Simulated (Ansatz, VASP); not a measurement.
**TaN: VASP beside Ansatz**

```xyz
2
Lattice="0.0000 2.1345 2.1345 2.1345 0.0000 2.1345 2.1345 2.1345 0.0000" Properties=species:S:1:pos:R:3 pbc="T T T"
Ta    2.1345    2.1345    2.1345
N     0.0000    0.0000    0.0000
```

Change from the starting cell: volume scaled by 0.94, crystal datasets.

Alike in both runs: task electric field gradients; functional PBE; k mesh 9 × 9 × 9; occupations fermi-dirac, width 0.02 eV; no spin polarisation.

|  | VASP | Ansatz |
| --- | --- | --- |
| version | VASP 6.6.1 | Ansatz 0.2.0 |
| potentials or method | VASP PAW PBE potentials, release 64 (Ta_pv, N), cutoff 520 eV | all-electron PAW with datasets made for the crystal, scalar-relativistic |

```csv
,VASP,Ansatz,Ansatz less VASP
pressure (GPa),43.5,42.0,-1.54
Vzz of the field gradient on the site that differs most (V/Å²),0.0,0.0,0.00
```

Ansatz ran all-electron here, so the differences hold the error of VASP's frozen core and of both bases. Ansatz warned: «gradients_without_spin_orbit».

Caveats: so large a pressure means that the cell lies far from this level's equilibrium, or that cutoff or potentials fall short (VASP). The runs have no spin-orbit coupling, so splittings on Ta are missing.
